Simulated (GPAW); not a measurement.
# Sc (I4/mmm) in GPAW: convergence with smearing width (eV)

Aim: find how far smearing width (eV) must go before the results for Sc settle, at PBE. This setting moves, with any that are tied to it; all else stays.

Everything below comes from runs of GPAW 26.7.0. Logs are shortened: lines on timing, memory, paths and dates and some standing lists are left out, and cuts for length are marked. The log counts tension as positive stress, the text compression.

**1. Starting point**

It takes space group I4/mmm (No. 139, tetragonal). Conventional cell: a = 3.834 Å, b = 3.834 Å, c = 3.435 Å, α = 90.00°, β = 90.00°, γ = 90.00°. Sc (site symmetry 4/mmm) has 10 Sc at 3.21 to 3.44 Å as nearest neighbours.

This isn't the form of Sc at room conditions, which is hcp.

**2. With smearing width (eV) 0.5**

Contents of run.py:

```python
from ase.dft.bandgap import bandgap
from ase.io import read, write
from ase.units import GPa
from gpaw import GPAW, PW

atoms = read('Sc.xyz')

calc = GPAW(mode=PW(600),
            xc='PBE',
            kpts={'size': (8, 8, 8), 'gamma': True},
            occupations={'name': 'methfessel-paxton', 'width': 0.5, 'order': 1},
            nbands=14,
            convergence={'density': 1e-05, 'energy': 1e-05},
            maxiter=100,
            txt='gpaw.txt')
atoms.calc = calc
energy = atoms.get_potential_energy()
forces = atoms.get_forces()
stress = atoms.get_stress()
calc.write('gs.gpw')
write('result.traj', atoms)
print(f'Energy: {energy:.6f} eV')
print('Forces (eV/A):')
print(forces.round(4))
print('Stress (GPa):', (stress / GPa).round(3))
print('Fermi level:', round(calc.get_fermi_level(), 4), 'eV')
print(f'Gap: {bandgap(calc)[0]:.4f} eV, direct: {bandgap(calc, direct=True)[0]:.4f} eV')
```

Contents of Sc.xyz:

```xyz
1
Lattice="-1.9172054859 1.9172054859 1.7176030000 1.9172054859 -1.9172054859 1.7176030000 1.9172054859 1.9172054859 -1.7176030000" Properties=species:S:1:pos:R:3 pbc="T T T"
Sc     0.0000000000      0.0000000000      0.0000000000
```

Potentials or basis: GPAW PAW data sets (gpaw-data 1.2.1), pw.

The run is started by

```console
$ OMP_NUM_THREADS=1 python run.py
```

gpaw.txt:

```text
__  _  _
 | _ |_)|_||  |
 |__||  | ||/\| - 26.7.0

Input parameters:
  mode=PW(ecut=600.0),
  convergence={'density': 1e-05, 'energy': 1e-05},
  kpts=MonkhorstPack(size=(8, 8, 8), gamma=True),
  maxiter=100,
  nbands=14,
  occupations=Occupations(name='methfessel-paxton', width=0.5, order=1),
  xc=XC(name='PBE')

Diagonalizing LCAO Hamiltonian
Converting LCAO to pw mode

       Sc

Atoms  # Å, Bohr magnetons
|   | symbol |        x |        y |        z |    initial magnetic moments |
|---|--------|----------|----------|----------|-----------------------------|
| 0 |     Sc | 0.000000 | 0.000000 | 0.000000 | ( 0.0000,  0.0000,  0.0000) |

Unit cell  # Å
| periodic |         x |         y |         z |  lengths |     angles |
|----------|-----------|-----------|-----------|----------|------------|
|      yes | -1.917205 |  1.917205 |  1.717603 | 3.209597 | 106.641428 |
|      yes |  1.917205 | -1.917205 |  1.717603 | 3.209597 | 106.641428 |
|      yes |  1.917205 |  1.917205 | -1.717603 | 3.209597 | 115.292376 |

Number of symmetries: 16
Symmetry operations  # r_c * U_cc + t_c -> r_c
|    | kind |            matrix            |
|----|------|------------------------------|
|  0 |  σ   |  1, 1, 1,  0, 0,-1,  0,-1, 0 |
|  1 |  C4  |  1, 1, 1,  0, 0,-1, -1, 0, 0 |
|  2 |  E   |  1, 0, 0,  0, 1, 0,  0, 0, 1 |
|  3 |  σ   |  1, 0, 0,  0, 1, 0, -1,-1,-1 |
|  4 |  σ   |  0, 1, 0,  1, 0, 0,  0, 0, 1 |
|  5 |  C2  |  0, 1, 0,  1, 0, 0, -1,-1,-1 |
|  6 |  C2  |  0, 0, 1, -1,-1,-1,  1, 0, 0 |
|  7 |  S4  |  0, 0, 1, -1,-1,-1,  0, 1, 0 |
|  8 |  C4  |  0, 0,-1,  1, 1, 1,  0,-1, 0 |
|  9 |  σ   |  0, 0,-1,  1, 1, 1, -1, 0, 0 |
| 10 |  σ   |  0,-1, 0, -1, 0, 0,  1, 1, 1 |
| 11 |  C2  |  0,-1, 0, -1, 0, 0,  0, 0,-1 |
| 12 |  C2  | -1, 0, 0,  0,-1, 0,  1, 1, 1 |
| 13 |  i   | -1, 0, 0,  0,-1, 0,  0, 0,-1 |
| 14 |  S4  | -1,-1,-1,  0, 0, 1,  1, 0, 0 |
| 15 |  C2  | -1,-1,-1,  0, 0, 1,  0, 1, 0 |

BZ-sampling:
  Number of BZ points: 512
  Number of IBZ points: 59

  Monkhorst-Pack size: [8, 8, 8]
  Monkhorst-Pack shift: [0.0625, 0.0625, 0.0625]

K-points  # in reciprocal-cell coordinates
|     |                                coordinates |     weight |
|-----|--------------------------------------------|------------|
|   0 | (  0.00000000,   0.00000000,   0.00000000) | 0.00195312 |
|   1 | (  0.12500000,  -0.12500000,   0.00000000) | 0.00781250 |
|   2 | (  0.12500000,  -0.12500000,   0.12500000) | 0.00781250 |
|   3 | (  0.12500000,   0.00000000,   0.00000000) | 0.01562500 |
|   4 | (  0.12500000,   0.12500000,  -0.12500000) | 0.00390625 |
|   5 | (  0.25000000,  -0.25000000,   0.00000000) | 0.00781250 |
|   6 | (  0.25000000,  -0.25000000,   0.12500000) | 0.01562500 |
|   7 | (  0.25000000,  -0.25000000,   0.25000000) | 0.00781250 |
|   8 | (  0.25000000,  -0.12500000,   0.00000000) | 0.03125000 |
|   9 | (  0.25000000,  -0.12500000,   0.12500000) | 0.01562500 |
| ... |                                            |            |
|  58 | (  0.50000000,   0.50000000,   0.50000000) | 0.00195312 |

Plane wave coefficients: 863
Cutoff: 600.0 eV

Spin-components: 1 (collinear spins)
Bands:           14
Projectors:      6
Spin-degeneracy: 2
Datatype:        complex128

Parallelization:
  kpt:    1
  domain: 1
  band:   1

Density:
  Valence electrons: 11.0
  Components: 1
  Grid points: [20 20 20]
  Charge: 0.0  # |e|

Potential:
  Grid points: [20 20 20]

species:
  Sc:
    name:    Scandium
    Z:       21.0
    valence: 11
    core:    10
    charge:  0.0  # [|e|]
    compensation charges:
      type: gauss
      rc: 0.39  # [Å]
      lmax: 2
    cutoffs:
      filter: 2.14  # [Å]
      core: 1.08  # [Å]
    projectors
    | kind |    occ | energy [eV] | rcut [Å] |
    |------|--------|-------------|----------|
    |   3s |  2.000 |     -55.031 |    1.228 |
    |   4s |  2.000 |      -4.183 |    1.228 |
    |   3p |  6.000 |     -33.625 |    1.281 |
    |   4p |  0.000 |      -1.467 |    1.281 |
    |   3d |  1.000 |      -3.233 |    1.196 |
    |    d |        |      23.979 |    1.196 |

    Using partial waves for Sc as LCAO basis

Reference energy: -20788.883120  # eV

eigensolver:
  PPCG
  Converge bands: occupied
  niter=2

density mixing:
  MSR1-Mixer
  Pratt-step length: 0.05
  Maximum mixing coefficient: 0.75
  Old densities: 10
  SVD Regularization: 0.005
  Good broyden scale: 1.0
  Trust region scale: 1.0
  Backstep threshold: 4.0
  History deletion threshold: 6.0
  Fourier metric: weight=20.0, sigma=0.015

occupation numbers:
  Methfessel-Paxton:
    width: 0.5000  # eV
    order: 1

poisson solver:
  ecut: 4800.0  # eV

xc functional:
  name: PBE with 2 nearest neighbor stencil

convergence criteria:
- Maximum integral of absolute [dens]ity change: 1e-05 electrons / valence electron
- Maximum [total energy] change in last 3 cyles: 1e-05 eV / valence electron
- Maximum integral of absolute [eigenst]ate change: 4e-08 eV^2 / valence electron
maximum number of iterations: 100

SCF iterations
|iter     | |      energy | eigst |  dens |
|---------|-|-------------|-------|-------|
|iter:   1| |   -4.664520 | +0.19 |       |
|iter:   2| |   -4.641793 | -1.67 | -1.31 |
|iter:   3| |   -4.556662 | -1.49 | -1.35 |
|iter:   4| |   -4.559446 | -3.13 | -1.95 |
|iter:   5| |   -4.560406 | -3.99 | -2.26 |
|iter:   6| |   -4.560407 | -6.02 | -3.77 |
|iter:   7| |   -4.560409c| -6.77 | -4.18 |
|iter:   8| |   -4.560409c| -8.07c| -5.31c|

Converged in 8 steps
Energy contributions relative to reference atoms: (reference = -20788.883120)

Energy contributions:
  Kinetic:          -1.091404
  Coulomb:           1.157779
  Zero:              0.157416
  External:          0.000000
  Xc:               -4.763286
  Entropy:          -0.031370
  Spinorbit:         0.000000
  ----------------------------
  Free energy:      -4.570865
  Extrapolated:     -4.560409

dipole moment: (-5.132737, -5.132737, -4.598362)  # |e|*Ang

Fermi level: 5.556
Eigenvalues  # (at kpt = [0.000, 0.000, 0.000])
| band index |      eig [eV] | occ [0-2] |
|------------|---------------|-----------|
|          0 |       -44.082 |     2.000 |
|          1 |       -22.510 |     2.000 |
|          2 |       -22.510 |     2.000 |
|          3 |       -22.483 |     2.000 |
|          4 |         0.380 |     2.000 |
|          5 |         6.593 |    -0.013 |
|          6 |         7.281 |    -0.000 |
|          7 |         7.281 |    -0.000 |
|          8 |         7.914 |    -0.000 |
|          9 |         8.685 |    -0.000 |
|         10 |        18.849 |    -0.000 |
|         11 |        18.849 |    -0.000 |
|         12 |        20.617 |     0.000 |
|         13 |        23.743 |     0.000 |

No gap
No difference between direct/indirect transitions

Forces  # eV/Ang
|       x |       y |       z |
|---------|---------|---------|
| 0.00000 | 0.00000 | 0.00000 |  # Sc   0

Stress tensor  # eV/Ang^3
|         x |        y |         z |
|-----------|----------|-----------|
|  0.008528 | 0.000000 | -0.000000 |
|  0.000000 | 0.008528 |  0.000000 |
| -0.000000 | 0.000000 | -0.001454 |

# Writing to gs.gpw (mode='')
```

stdout:

```text
Energy: -4.560409 eV
Forces (eV/A):
[[0. 0. 0.]]
Stress (GPa): [ 1.366  1.366 -0.233  0.    -0.     0.   ]
Fermi level: 5.5562 eV
Gap: 0.0000 eV, direct: 0.0000 eV
```

It took 12 s on 1 thread of Arm Neoverse V1, shared host; peak memory 0.14 GiB.

Results:

```
Free energy            : -4.5709 eV
Pressure               : -0.8 GPa
Band gap on the k mesh : none (metal or under the smearing width)
```

**3. With smearing width (eV) 0.3**

Edit run.py of step 2 so:

```diff
@@ -10,3 +10,3 @@
             kpts={'size': (8, 8, 8), 'gamma': True},
-            occupations={'name': 'methfessel-paxton', 'width': 0.5, 'order': 1},
+            occupations={'name': 'methfessel-paxton', 'width': 0.3, 'order': 1},
             nbands=14,
```

Sc.xyz is that of step 2.

Potentials or basis: GPAW PAW data sets (gpaw-data 1.2.1), pw.

The run is started by

```console
$ OMP_NUM_THREADS=1 python run.py
```

It took 12 s on 1 thread of Arm Neoverse V1, shared host; peak memory 0.14 GiB.

What came out:

```
Free energy            : -4.5616 eV
Pressure               : -0.9 GPa
Band gap on the k mesh : none (metal or under the smearing width)
```

**4. With smearing width (eV) 0.2**

Edit run.py of step 3 so:

```diff
@@ -10,3 +10,3 @@
             kpts={'size': (8, 8, 8), 'gamma': True},
-            occupations={'name': 'methfessel-paxton', 'width': 0.3, 'order': 1},
+            occupations={'name': 'methfessel-paxton', 'width': 0.2, 'order': 1},
             nbands=14,
```

Sc.xyz is that of step 3.

The run is started by

```console
$ OMP_NUM_THREADS=1 python run.py
```

It took 12 s on 1 thread of Arm Neoverse V1, shared host; peak memory 0.14 GiB.

Results (log left out):

```yaml
Free_energy: -4.5604 eV
Pressure: -1.0 GPa
Band_gap_on_the_k_mesh: none (metal or under the smearing width)
```

**5. With smearing width (eV) 0.15**

Edit run.py of step 4 so:

```diff
@@ -10,3 +10,3 @@
             kpts={'size': (8, 8, 8), 'gamma': True},
-            occupations={'name': 'methfessel-paxton', 'width': 0.2, 'order': 1},
+            occupations={'name': 'methfessel-paxton', 'width': 0.15, 'order': 1},
             nbands=14,
```

Sc.xyz is that of step 4.

The run is started by

```console
$ OMP_NUM_THREADS=1 python run.py
```

Run time: 11 s. Hardware: 1 thread of Arm Neoverse V1, shared host; peak memory 0.14 GiB.

Results (log left out):

```
Free energy            : -4.5605 eV
Pressure               : -1.0 GPa
Band gap on the k mesh : none (metal or under the smearing width)
```

**6. With smearing width (eV) 0.1**

Edit run.py of step 5 so:

```diff
@@ -10,3 +10,3 @@
             kpts={'size': (8, 8, 8), 'gamma': True},
-            occupations={'name': 'methfessel-paxton', 'width': 0.15, 'order': 1},
+            occupations={'name': 'methfessel-paxton', 'width': 0.1, 'order': 1},
             nbands=14,
```

Sc.xyz is that of step 5.

Potentials or basis: GPAW PAW data sets (gpaw-data 1.2.1), pw.

The run is started by

```console
$ OMP_NUM_THREADS=1 python run.py
```

It took 11 s on 1 thread of Arm Neoverse V1, shared host; peak memory 0.14 GiB.

Results (log left out):

| Quantity | Value |
| --- | --- |
| Free energy | -4.5611 eV |
| Pressure | -1.0 GPa |
| Band gap on the k mesh | none (metal or under the smearing width) |

**7. With smearing width (eV) 0.05**

Edit run.py of step 6 so:

```diff
@@ -10,3 +10,3 @@
             kpts={'size': (8, 8, 8), 'gamma': True},
-            occupations={'name': 'methfessel-paxton', 'width': 0.1, 'order': 1},
+            occupations={'name': 'methfessel-paxton', 'width': 0.05, 'order': 1},
             nbands=14,
```

Sc.xyz is that of step 6.

The run is started by

```console
$ OMP_NUM_THREADS=1 python run.py
```

Wall time 11 s (1 thread of Arm Neoverse V1, shared host); peak memory 0.14 GiB.

The run converged. Its results:

- Free energy: -4.5622 eV
- Pressure: -1.0 GPa
- Band gap on the k mesh: none (metal or under the smearing width)

**8. With smearing width (eV) 0.025**

Edit run.py of step 7 so:

```diff
@@ -10,3 +10,3 @@
             kpts={'size': (8, 8, 8), 'gamma': True},
-            occupations={'name': 'methfessel-paxton', 'width': 0.05, 'order': 1},
+            occupations={'name': 'methfessel-paxton', 'width': 0.025, 'order': 1},
             nbands=14,
```

Sc.xyz is that of step 7.

The run is started by

```console
$ OMP_NUM_THREADS=1 python run.py
```

It took 11 s on 1 thread of Arm Neoverse V1, shared host; peak memory 0.14 GiB.

The run converged. Its results:

```
Free energy            : -4.5623 eV
Pressure               : -1.0 GPa
Band gap on the k mesh : none (metal or under the smearing width)
```

**9. With smearing width (eV) 0.01**

Edit run.py of step 8 so:

```diff
@@ -10,3 +10,3 @@
             kpts={'size': (8, 8, 8), 'gamma': True},
-            occupations={'name': 'methfessel-paxton', 'width': 0.025, 'order': 1},
+            occupations={'name': 'methfessel-paxton', 'width': 0.01, 'order': 1},
             nbands=14,
```

Sc.xyz is that of step 8.

Potentials or basis: GPAW PAW data sets (gpaw-data 1.2.1), pw.

The run is started by

```console
$ OMP_NUM_THREADS=1 python run.py
```

Wall time 11 s (1 thread of Arm Neoverse V1, shared host); peak memory 0.14 GiB.

The run converged. Its results:

- Free energy: -4.5622 eV
- Pressure: -1.0 GPa
- Band gap on the k mesh: none (metal or under the smearing width)

**10. The series at a glance**

| smearing width (eV) | energy less the tightest run, at zero smearing (meV/atom) | pressure (GPa) | SCF cycles | CPU time (s) | peak memory (GiB) |
| --- | --- | --- | --- | --- | --- |
| 0.5 | 1.72 | -0.83 | 8 | 12 | 0.14 |
| 0.3 | 2.96 | -0.95 | 8 | 12 | 0.14 |
| 0.2 | 1.81 | -1.01 | 8 | 12 | 0.14 |
| 0.15 | 1.29 | -1.03 | 8 | 11 | 0.14 |
| 0.1 | 0.36 | -1.03 | 8 | 11 | 0.14 |
| 0.05 | -0.37 | -0.99 | 8 | 11 | 0.14 |
| 0.025 | -0.08 | -0.98 | 8 | 11 | 0.14 |
| 0.01 | 0.00 | -0.98 | 8 | 11 | 0.14 |

Against the tightest run, the energy stays within 1 meV/atom from 0.1 on; the pressure stays within 0.1 GPa from 0.3 on. Narrower smearing needs a denser k mesh, so at a fixed mesh the narrowest width isn't the most accurate. The tightest run that finished is the yardstick and may itself not be fully converged.

Caveats: this smearing can pin the Fermi level at a band edge.
